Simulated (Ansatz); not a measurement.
**The perfect armchair graphene nanoribbon (N = 15, H edges)**

What gap, if any, does the armchair graphene nanoribbon (N = 15, H edges) have, and how does it change under strain?

Calculated with Ansatz 0.2.0; DFT PBE, plane waves, PAW; relaxation of a wire's period, in the first sound run; inputs show where later runs differ.

**1. The starting structure**

The cell holds 34 atoms: 30 C and 4 H. Its edges and angles: a = 26.070 Å, b = 7.000 Å, c = 4.260 Å, α = 90.0°, β = 90.0°, γ = 90.0°. Vacuum lies along a and b. The structure's axis is c.

**2. Relaxing the period**

Band widths follow the bond lengths, so the wire is relaxed first. The atoms and the third cell vector are free; the box across stays fixed as vacuum. A Fermi-Dirac smearing is set since the result may be a metal. The pressure printed is a third of the stress's trace over the whole box, vacuum included; only the stress along the axis is relaxed.

input.yaml

```yaml
crystal:
  lattice:
    - [26.07, 0.0, 0.0]
    - [0.0, 7.0, 0.0]
    - [0.0, 0.0, 4.26]
  atoms:
    - { symbol: C, position: [0.169798511, 0.5, 0.0] }
    - { symbol: C, position: [0.264141133, 0.5, 0.0] }
    - { symbol: C, position: [0.358483754, 0.5, 0.0] }
    - { symbol: C, position: [0.452826376, 0.5, 0.0] }
    - { symbol: C, position: [0.547168998, 0.5, 0.0] }
    - { symbol: C, position: [0.641511619, 0.5, 0.0] }
    - { symbol: C, position: [0.735854241, 0.5, 0.0] }
    - { symbol: C, position: [0.830196863, 0.5, 0.0] }
    - { symbol: C, position: [0.169798511, 0.5, 0.333333333] }
    - { symbol: C, position: [0.264141133, 0.5, 0.333333333] }
    - { symbol: C, position: [0.358483754, 0.5, 0.333333333] }
    - { symbol: C, position: [0.452826376, 0.5, 0.333333333] }
    - { symbol: C, position: [0.547168998, 0.5, 0.333333333] }
    - { symbol: C, position: [0.641511619, 0.5, 0.333333333] }
    - { symbol: C, position: [0.735854241, 0.5, 0.333333333] }
    - { symbol: C, position: [0.830196863, 0.5, 0.333333333] }
    - { symbol: H, position: [0.134253932, 0.5, 0.458920188] }
    - { symbol: H, position: [0.865741442, 0.5, 0.458920188] }
    - { symbol: C, position: [0.216969822, 0.5, 0.5] }
    - { symbol: C, position: [0.311312444, 0.5, 0.5] }
    - { symbol: C, position: [0.405655065, 0.5, 0.5] }
    - { symbol: C, position: [0.499997687, 0.5, 0.5] }
    - { symbol: C, position: [0.594340308, 0.5, 0.5] }
    - { symbol: C, position: [0.68868293, 0.5, 0.5] }
    - { symbol: C, position: [0.783025552, 0.5, 0.5] }
    - { symbol: C, position: [0.216969822, 0.5, 0.833333333] }
    - { symbol: C, position: [0.311312444, 0.5, 0.833333333] }
    - { symbol: C, position: [0.405655065, 0.5, 0.833333333] }
    - { symbol: C, position: [0.499997687, 0.5, 0.833333333] }
    - { symbol: C, position: [0.594340308, 0.5, 0.833333333] }
    - { symbol: C, position: [0.68868293, 0.5, 0.833333333] }
    - { symbol: C, position: [0.783025552, 0.5, 0.833333333] }
    - { symbol: H, position: [0.134253932, 0.5, 0.874413146] }
    - { symbol: H, position: [0.865741442, 0.5, 0.874413146] }
kpoints:
  mp_grid: { grid: [1, 1, 19] }
scf:
  occupations: { method: fermi_dirac, width: 0.05 }
hamiltonian:
  xc: pbe
relax:
  cell: { fix: [a, b, alpha, beta, gamma] }
  max_steps: 45
  f_tol: 0.03
```

On the command line:

```sh
$ ansatz run input.yaml --threads 4 --pin off --max-ram 16384MiB --backend cpu --events-out ev --progress --plain --runs-dir out
```

Numbers of over 12 decimals in the logs are rounded to 6 here.

Output:

```text
Engine: ansatz 0.2.0, aarch64-unknown-linux-gnu
Pseudopotentials: kind: paw
Pseudopotential: C, paw, valence charge 4, recommended cutoff 420 eV (normal), C.paw.azcp
Pseudopotential: H, paw, valence charge 1, recommended cutoff 420 eV (normal), H.paw.azcp
Functional definition: PBE
  parameter kappa = 0.804
  parameter beta = 0.066725
  exchange = pbe_x(kappa = kappa, mu = beta*pi^2/3)
  correlation = pbe_c(beta = beta)
Crystal: 34 atoms, lattice volume = 777.407 Å³
Basis set: ecut = 420 eV, 15187 PW (Γ), exchange–correlation on 360×96×60 points (8 copies of the dense FFT grid, shifted against one another)
Bands: 96, of which v1, the nominal top of the filled ones, is band 62 counted from 1 (61 counted from 0)
Symmetry: 8 space group operations
Space group: Pmmm (ITA 47), of the structure as read, at distance tolerance 9.2e-5 Å
k-points: 10 of 19
Non-local potential: C, projectors of the file, l = 0: 2, l = 1: 2, l = 2: 1
Non-local potential: H, projectors of the file, l = 0: 2, l = 1: 1
PAW form: soft (Blöchl's): semilocal exchange-correlation on the pseudo side does not see the compensation charge
PAW one-centre angular grid: C, 110 points (default); XC on 64 Gauss nodes
PAW one-centre angular grid: H, 110 points (default); XC on 64 Gauss nodes
Initial density: superposition of atomic densities (neutral atoms: chi_scale 0, normalization atom), corrected by the library's trained network
Initial wavefunctions: pseudopotential atomic-orbital guess
Functional: x = pbe(κ = 0.804, μ = 0.219515), c = pbe(β = 0.066725)
SCF iter   1: F=—  HF=-7591.263781 eV  |F-HF|=—  |Δ(HF+E_count)|=         —  Δρ=2.61e-3  dr2=1.56e-1  ethr=1.77e-3  ⟨swp⟩=10.2  Hψ=5660  notcnv=0  defer=178
preconditioner: auto → Resta (q_TF=auto, 2.009 Å⁻¹)  ε∞=2.0  [insulator: Δε(μ)=0.435 eV  Ē_g=14.493 eV  σ=0.050 eV  W_gap=0.97  n_scr=118 (ndim 8)  ℏωp=14.8 eV  f_vac=0.580  D(μ)=0.05/eV (n_scr^D=0)  ε∞_Penn≈2.0  vacuum switching on, ρ_ref=1.5e-2 e/Å³]
SCF iter   2: F=—  HF=-7591.246278 eV  |F-HF|=—  |Δ(HF+E_count)|=   1.75e-2  Δρ=2.02e-3  dr2=1.03e-1  ethr=1.26e-4  ⟨swp⟩=2.1  Hψ=1499  notcnv=0  defer=270
SCF iter   3: F=—  HF=-7591.233908 eV  |F-HF|=—  |Δ(HF+E_count)|=   1.24e-2  Δρ=1.06e-3  dr2=2.29e-2  ethr=8.28e-5  ⟨swp⟩=2.0  Hψ=1037  notcnv=0  defer=270
SCF iter   4: F=—  HF=-7591.231354 eV  |F-HF|=—  |Δ(HF+E_count)|=   2.55e-3  Δρ=5.18e-4  dr2=3.67e-3  ethr=1.85e-5  ⟨swp⟩=1.8  Hψ=1051  notcnv=0  defer=270
SCF iter   5: F=—  HF=-7591.232088 eV  |F-HF|=—  |Δ(HF+E_count)|=   7.34e-4  Δρ=1.82e-4  dr2=1.92e-4  ethr=2.96e-6  ⟨swp⟩=2.6  Hψ=1634  notcnv=0  defer=272
SCF iter   6: F=—  HF=-7591.232500 eV  |F-HF|=—  |Δ(HF+E_count)|=   4.12e-4  Δρ=6.57e-5  dr2=3.20e-5  ethr=1.55e-7  ⟨swp⟩=2.0  Hψ=1144  notcnv=0  defer=272
SCF iter   7: F=—  HF=-7591.232763 eV  |F-HF|=—  |Δ(HF+E_count)|=   2.62e-4  Δρ=1.67e-5  dr2=2.50e-6  ethr=2.58e-8  ⟨swp⟩=2.0  Hψ=1159  notcnv=0  defer=272
SCF iter   8: F=—  HF=-7591.232762 eV  |F-HF|=—  |Δ(HF+E_count)|=   5.65e-7  Δρ=5.57e-6  dr2=1.51e-7  ethr=2.02e-9  ⟨swp⟩=2.0  Hψ=1206  notcnv=0  defer=272
SCF iter   9: F=-7591.232763 eV  HF=-7591.232763 eV  |F-HF|=3.87e-8  |Δ(HF+E_count)|=   1.00e-6  Δρ=1.84e-6  dr2=3.06e-8  ethr=8.06e-11  ⟨swp⟩=4.0  Hψ=2859  notcnv=0
SCF 1 converged in 9 iterations: F = -7591.232763 eV  dr2 = 3.06e-8
  greatest PAW one-centre occupation: 0.674 electrons in one spin orbital (limit 2), on the C atom at site 9 (counted from 0), in its partial waves of l = 0
relax step   1: F+E_penalty+E_count = -7591.23276332 eV  Δ(F+E_penalty+E_count) = +0.000e0 eV  max|allowed force component| = 2.336e0 eV/Å  Δτ_max = 0.0000 Å  P = +0.733 GPa  Ω = 777.407 Å³  fix = [a, b, alpha, beta, gamma]  reactions: a +0.766, b +0.115 GPa  (9 SCF iters, dr2 threshold 1.00e-7 eV, accepted)
Crystal: 34 atoms, lattice volume = 781.253 Å³
Basis set: ecut = 420 eV, 15279 PW (Γ), exchange–correlation on 360×96×60 points (8 copies of the dense FFT grid, shifted against one another)
Initial density: handed on by an earlier stage of this run
Initial wavefunctions: those handed on with the density
iter 1 solved again at ethr=6.59e-5 eV; its pass at ethr=3.10e-3 eV (dr2=8.17e-2 eV) is discarded
SCF iter   1: F=—  HF=-7591.453380 eV  |F-HF|=—  |Δ(HF+E_count)|=         —  Δρ=3.65e-3  dr2=8.31e-2  ethr=6.59e-5  ⟨swp⟩=7.2  Hψ=4257  notcnv=0  defer=2
preconditioner: auto → Resta (q_TF=auto, 2.008 Å⁻¹)  ε∞=2.1  [insulator: Δε(μ)=0.470 eV  Ē_g=14.158 eV  σ=0.050 eV  W_gap=0.98  n_scr=118 (ndim 8)  ℏωp=14.8 eV  f_vac=0.585  D(μ)=0.04/eV (n_scr^D=0)  ε∞_Penn≈2.1  vacuum switching on, ρ_ref=1.5e-2 e/Å³]
SCF iter   2: F=—  HF=-7591.435473 eV  |F-HF|=—  |Δ(HF+E_count)|=   1.79e-2  Δρ=1.56e-3  dr2=2.19e-2  ethr=6.59e-5  ⟨swp⟩=3.6  Hψ=1872  notcnv=0  defer=14
SCF iter   3: F=—  HF=-7591.435250 eV  |F-HF|=—  |Δ(HF+E_count)|=   2.23e-4  Δρ=8.67e-4  dr2=2.17e-2  ethr=1.77e-5  ⟨swp⟩=2.8  Hψ=1494  notcnv=0  defer=26
SCF iter   4: F=—  HF=-7591.432367 eV  |F-HF|=—  |Δ(HF+E_count)|=   2.88e-3  Δρ=3.44e-4  dr2=1.15e-3  ethr=1.75e-5  ⟨swp⟩=2.2  Hψ=1169  notcnv=0  defer=32
SCF iter   5: F=—  HF=-7591.432527 eV  |F-HF|=—  |Δ(HF+E_count)|=   1.60e-4  Δρ=1.30e-4  dr2=8.69e-5  ethr=9.30e-7  ⟨swp⟩=2.0  Hψ=1242  notcnv=0  defer=39
SCF iter   6: F=—  HF=-7591.432541 eV  |F-HF|=—  |Δ(HF+E_count)|=   1.40e-5  Δρ=4.23e-5  dr2=1.20e-5  ethr=7.01e-8  ⟨swp⟩=2.0  Hψ=1069  notcnv=0  defer=39
SCF iter   7: F=-7591.432543 eV  HF=-7591.432543 eV  |F-HF|=1.72e-7  |Δ(HF+E_count)|=   2.38e-6  Δρ=1.19e-5  dr2=9.36e-7  ethr=2.74e-9  ⟨swp⟩=4.6  Hψ=2976  notcnv=0
SCF 2 converged in 7 iterations: F = -7591.432543 eV  dr2 = 9.36e-7
  greatest PAW one-centre occupation: 0.676 electrons in one spin orbital (limit 2), on the C atom at site 15 (counted from 0), in its partial waves of l = 0
relax step   2: F+E_penalty+E_count = -7591.43254329 eV  Δ(F+E_penalty+E_count) = -1.998e-1 eV  max|allowed force component| = 7.021e-1 eV/Å  Δτ_max = 0.0436 Å  P = +0.233 GPa  Ω = 781.253 Å³  energy of the carried Pulay correction = -4.705e-3 eV  fix = [a, b, alpha, beta, gamma]  reactions: a +0.367, b +0.108 GPa  (7 SCF iters, dr2 threshold 3.40e-6 eV, accepted)
Crystal: 34 atoms, lattice volume = 782.078 Å³
Basis set: ecut = 420 eV, 15315 PW (Γ), exchange–correlation on 360×96×60 points (8 copies of the dense FFT grid, shifted against one another)
iter 1 solved again at ethr=1.18e-5 eV; its pass at ethr=3.10e-3 eV (dr2=1.46e-2 eV) is discarded
SCF iter   1: F=—  HF=-7591.453624 eV  |F-HF|=—  |Δ(HF+E_count)|=         —  Δρ=1.68e-3  dr2=1.47e-2  ethr=1.18e-5  ⟨swp⟩=3.7  Hψ=3761  notcnv=0
[...]
preconditioner: auto → Resta (q_TF=auto, 2.007 Å⁻¹)  ε∞=2.1  [insulator: Δε(μ)=0.489 eV  Ē_g=14.170 eV  σ=0.050 eV  W_gap=0.99  n_scr=118 (ndim 8)  ℏωp=14.8 eV  f_vac=0.583  D(μ)=0.03/eV (n_scr^D=0)  ε∞_Penn≈2.1  vacuum switching on, ρ_ref=1.5e-2 e/Å³]
SCF iter   2: F=—  HF=-7591.455917 eV  |F-HF|=—  |Δ(HF+E_count)|=   5.63e-4  Δρ=1.84e-5  dr2=2.83e-7  ethr=7.97e-10  ⟨swp⟩=3.1  Hψ=2112  notcnv=0  defer=20
SCF iter   3: F=—  HF=-7591.456085 eV  |F-HF|=—  |Δ(HF+E_count)|=   1.69e-4  Δρ=4.28e-6  dr2=6.33e-7  ethr=2.28e-10  ⟨swp⟩=2.3  Hψ=1404  notcnv=0  defer=20
SCF iter   4: F=—  HF=-7591.456093 eV  |F-HF|=—  |Δ(HF+E_count)|=   7.45e-6  Δρ=1.15e-6  dr2=2.41e-8  ethr=2.28e-10  ⟨swp⟩=2.0  Hψ=1014  notcnv=0  defer=20
SCF iter   5: F=—  HF=-7591.456093 eV  |F-HF|=—  |Δ(HF+E_count)|=   3.56e-7  Δρ=5.01e-7  dr2=1.48e-9  ethr=1.94e-11  ⟨swp⟩=2.0  Hψ=1063  notcnv=0  defer=20
SCF iter   6: F=—  HF=-7591.456093 eV  |F-HF|=—  |Δ(HF+E_count)|=   2.00e-9  Δρ=2.02e-7  dr2=3.69e-10  ethr=1.00e-12  ⟨swp⟩=5.0  Hψ=3148  notcnv=0
SCF iter   7: F=-7591.456093 eV  HF=-7591.456093 eV  |F-HF|=7.12e-9  |Δ(HF+E_count)|=   1.10e-9  Δρ=5.54e-8  dr2=3.26e-11  ethr=1.00e-12  ⟨swp⟩=4.0  Hψ=2857  notcnv=0
SCF 5 converged in 7 iterations: F = -7591.456093 eV  dr2 = 3.26e-11
relax step   5: F+E_penalty+E_count = -7591.45609306 eV  Δ(F+E_penalty+E_count) = -5.876e-3 eV  max|allowed force component| = 1.633e-2 eV/Å  Δτ_max = 0.0000 Å  P = +0.043 GPa  Ω = 782.200 Å³  fix = [a, b, alpha, beta, gamma]  reactions: a -0.009, b +0.131 GPa  stress off target by 5.81e-3 GPa on what of the cell is left free  SCF on the basis re-selected at this cell (its energy is not comparable with the rows above)  (7 SCF iters)
basis re-selected at this cell: Δ(F+E_penalty+E_count) = -5.876e-3 eV, ΔP = +0.010 GPa vs the last step (what re-selecting the basis moved, of the pressure what is left beyond the Pulay correction that the steps carried, after the strain that the cell walked since its last selection, with what the two solves' SCF thresholds leave and, on support functions, any second-order correction that the steps lacked; it is no m [...]
SCF converged after 7 iterations
Free energy (F): -7591.456093 eV
Harris-Foulkes:  -7591.456093 eV  (|F-HF|=7.12e-9)
Internal energy: -7591.455624 eV  (E = F + TS)
E sigma→0 (E₀):  -7591.455858 eV
Entropy (-TS):   -0.000469 eV (-0.014 meV/atom)
Fermi energy:    -0.148561 eV
--- Per-component energies (eV) ---
  E_band       = -1134.723056
  E_kinetic    = 2776.836089
  E_local      = -28007.321401  (includes V_loc(G=0)·N_el)
  E_nonlocal   = 825.800792
  E_hartree    = 12651.239674
  E_xc         = -1473.706572
  E_vxc        = -1825.859642  (∫ρ·V_xc dr)
  E_paw        = -2982.386873  (= ΣΔE_a)
  E_vpaw       = -206.653099  (= ΣTr[D̂ρ^β])
  E_aug_tail   = -0.005376  (compensation charges beyond the density's cutoff)
  E_ewald      = 8618.088043
  E_smearing   = -0.000469  (= −TS)
  E_closure    = 0.000000  (closes the sum)
  Σ components = -7591.456093   (vs F -7591.456093, Δ=0.00e0)
--- Forces (eV/Å), atoms counted from 1 ---
  atom   1  C     -0.00309222    -0.00000000     0.00384658
  atom   2  C     -0.00640653     0.00000000    -0.00393575
  atom   3  C      0.00004499     0.00000000    -0.01348296
  atom   4  C      0.00565963     0.00000000    -0.00342560
  atom   5  C     -0.00565963     0.00000000    -0.00342560
  atom   6  C     -0.00004499     0.00000000    -0.01348296
  atom   7  C      0.00640653     0.00000000    -0.00393575
  atom   8  C      0.00309222    -0.00000000     0.00384658
  atom   9  C     -0.00309222     0.00000000    -0.00384658
  atom  10  C     -0.00640653    -0.00000000     0.00393575
  atom  11  C      0.00004499    -0.00000000     0.01348296
  atom  12  C      0.00565963    -0.00000000     0.00342560
  atom  13  C     -0.00565963    -0.00000000     0.00342560
  atom  14  C     -0.00004499    -0.00000000     0.01348296
  atom  15  C      0.00640653    -0.00000000     0.00393575
  atom  16  C      0.00309222     0.00000000    -0.00384658
  atom  17  H      0.00425181    -0.00000000     0.00160176
  atom  18  H     -0.00425181    -0.00000000     0.00160176
  atom  19  C      0.00168314     0.00000000    -0.01633468
  atom  20  C      0.00670488     0.00000000    -0.00245653
  atom  21  C     -0.00654545     0.00000000    -0.00495078
  atom  22  C      0.00000000     0.00000000    -0.01240685
  atom  23  C      0.00654545     0.00000000    -0.00495078
  atom  24  C     -0.00670488     0.00000000    -0.00245653
  atom  25  C     -0.00168314     0.00000000    -0.01633468
  atom  26  C      0.00168314    -0.00000000     0.01633468
  atom  27  C      0.00670488    -0.00000000     0.00245653
  atom  28  C     -0.00654545    -0.00000000     0.00495078
  atom  29  C     -0.00000000    -0.00000000     0.01240685
  atom  30  C      0.00654545    -0.00000000     0.00495078
  atom  31  C     -0.00670488    -0.00000000     0.00245653
  atom  32  C     -0.00168314    -0.00000000     0.01633468
  atom  33  H      0.00425181     0.00000000    -0.00160176
  atom  34  H     -0.00425181     0.00000000    -0.00160176
  max |Σ_I F_I| component: 2.60e-18 eV/Å
--- Stress (GPa, compression-positive) ---
       -0.008990       0.000000       0.000000
        0.000000       0.131440      -0.000000
        0.000000      -0.000000       0.005814
  P = ⅓ Tr σ = 0.0428 GPa (0.428 kbar)
--- Relaxed structure (4 steps of the walk, 4 accepted, 1 SCFs on fresh bases) ---
  F+E_penalty+E_count = -7591.45609306 eV   max|allowed force component| = 1.633e-2 eV/Å   (the final SCF, on the basis selected at the relaxed cell)
  cell:  # Å, volume = 782.2001 Å³
    - [26.07, 0, 0]
    - [0, 7.0, 0]
    - [0, 0, 4.286263]
  atoms:
    - { symbol: C, position: [0.170136, 0.500000, 0.00675153] }
    - { symbol: C, position: [0.263516, 0.500000, -8.32012310966637e-5] }
    - { symbol: C, position: [0.358210, 0.500000, -0.000379854] }
    - { symbol: C, position: [0.452780, 0.500000, 0.000252998] }
    - { symbol: C, position: [0.547220, 0.500000, 0.000252998] }
    - { symbol: C, position: [0.641790, 0.500000, -0.000379854] }
    - { symbol: C, position: [0.736484, 0.500000, -8.320123109666416e-5] }
    - { symbol: C, position: [0.829864, 0.500000, 0.00675153] }
    - { symbol: C, position: [0.170136, 0.500000, 0.326582] }
    - { symbol: C, position: [0.263516, 0.500000, 0.333417] }
    - { symbol: C, position: [0.358210, 0.500000, 0.333713] }
    - { symbol: C, position: [0.452780, 0.500000, 0.333080] }
    - { symbol: C, position: [0.547220, 0.500000, 0.333080] }
    - { symbol: C, position: [0.641790, 0.500000, 0.333713] }
    - { symbol: C, position: [0.736484, 0.500000, 0.333417] }
    - { symbol: C, position: [0.829864, 0.500000, 0.326582] }
    - { symbol: H, position: [0.133391, 0.500000, 0.446646] }
    - { symbol: H, position: [0.866609, 0.500000, 0.446646] }
    - { symbol: C, position: [0.216323, 0.500000, 0.498791] }
    - { symbol: C, position: [0.311016, 0.500000, 0.500603] }
    - { symbol: C, position: [0.405413, 0.500000, 0.500147] }
    - { symbol: C, position: [0.5, 0.500000, 0.499750] }
    - { symbol: C, position: [0.594587, 0.500000, 0.500147] }
    - { symbol: C, position: [0.688984, 0.500000, 0.500603] }
    - { symbol: C, position: [0.783677, 0.500000, 0.498791] }
    - { symbol: C, position: [0.216323, 0.500000, 0.834542] }
    - { symbol: C, position: [0.311016, 0.500000, 0.832730] }
    - { symbol: C, position: [0.405413, 0.500000, 0.833186] }
    - { symbol: C, position: [0.5, 0.500000, 0.833583] }
    - { symbol: C, position: [0.594587, 0.500000, 0.833186] }
    - { symbol: C, position: [0.688984, 0.500000, 0.832730] }
    - { symbol: C, position: [0.783677, 0.500000, 0.834542] }
    - { symbol: H, position: [0.133391, 0.500000, 0.886687] }
    - { symbol: H, position: [0.866609, 0.500000, 0.886687] }
```

Wall time 70 s (4 threads of Arm Neoverse V2, shared host); peak memory 2.2 GiB; 4.2 min of CPU time.

Step by step:

| step | energy less that of the first step (eV) | largest force component (eV/Å) | pressure (GPa) | volume (Å³) |
| --- | --- | --- | --- | --- |
| 1 | 0.0000 | 2.3364 | 0.73 | 777.41 |
| 2 | -0.1998 | 0.7021 | 0.23 | 781.25 |
| 3 | -0.2173 | 0.0650 | 0.06 | 782.08 |
| 4 | -0.2175 | 0.0157 | 0.03 | 782.20 |
| 5* | -0.2233 | 0.0163 | 0.04 | 782.20 |

Relaxation steps marked * repeat the geometry before them on a plane-wave basis chosen anew for their cell, so energy and pressure can jump there.

The run keeps the 8 symmetry operations that it works with, so distortions that break them were not tested.

| cell as run | before | after | change |
| --- | --- | --- | --- |
| c (Å) | 4.260 | 4.286 | +0.6 % |

The atoms that moved most (Å, along periodic axes as changes of fractional coordinates times the final cell, across vacuum about the mean position):

| atom | dx | dy | dz | length |
| --- | --- | --- | --- | --- |
| H17 | -0.023 | 0.000 | -0.053 | 0.057 |
| H18 | 0.023 | 0.000 | -0.053 | 0.057 |
| H33 | -0.023 | 0.000 | 0.053 | 0.057 |
| H34 | 0.023 | 0.000 | 0.053 | 0.057 |
| C8 | -0.009 | 0.000 | 0.029 | 0.030 |
| C16 | -0.009 | 0.000 | -0.029 | 0.030 |
| C1 | 0.009 | 0.000 | 0.029 | 0.030 |
| C9 | 0.009 | 0.000 | -0.029 | 0.030 |

Numbers from this step:

```
energy at zero smearing    : -7591.4559 eV
cell length along the wire : 4.286 Å
```

The cell's length comes to 4.286 Å with spin left out.

(Part 1 of 3 ends here.)

[Logs are printed without paths, hosts, clocks, repeated set-up lines and the standing remarks that a program may print on its own settings, such as how far it seeks lower states.]

[Hosts, paths, dates, database ids (printed as entryN), source tags and the programs' standing remarks are cut or masked in the printed files.]
